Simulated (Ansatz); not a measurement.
The system is MgS (Niningerite).

```
CELL_PARAMETERS angstrom
0.00000 2.60165 2.60165
2.60165 0.00000 2.60165
2.60165 2.60165 0.00000
ATOMIC_POSITIONS crystal
S 0.50000 0.50000 0.50000
Mg 0.00000 0.00000 0.00000
```

Base run:

```yaml
Program: Ansatz 0.2.0
Functional: PBE
Potentials_or_basis: all-electron PAW datasets made for the crystal
Cutoff: 200 eV (chosen from the basis error)
k_mesh: 6 × 6 × 6
Occupations: fermi-dirac, width 0.05 eV
Spin: no spin polarisation
```

Its results: band gap on the k mesh 2.78 eV, indirect (least direct gap 3.72 eV); pressure 1.2 GPa.

The run is repeated on the same cell with these changes: functional from PBE to HSE06; cutoff from 200 eV (chosen from the basis error) to 220 eV (chosen from the basis error). What comes out?

Band gap on the k mesh 3.80 eV, indirect (least direct gap 4.82 eV); pressure -0.4 GPa.

HSE06 gives the wider gap, since exact exchange removes part of the self-interaction.

A k mesh can miss the band edges.

The runs don't all hold the same shells in valence.
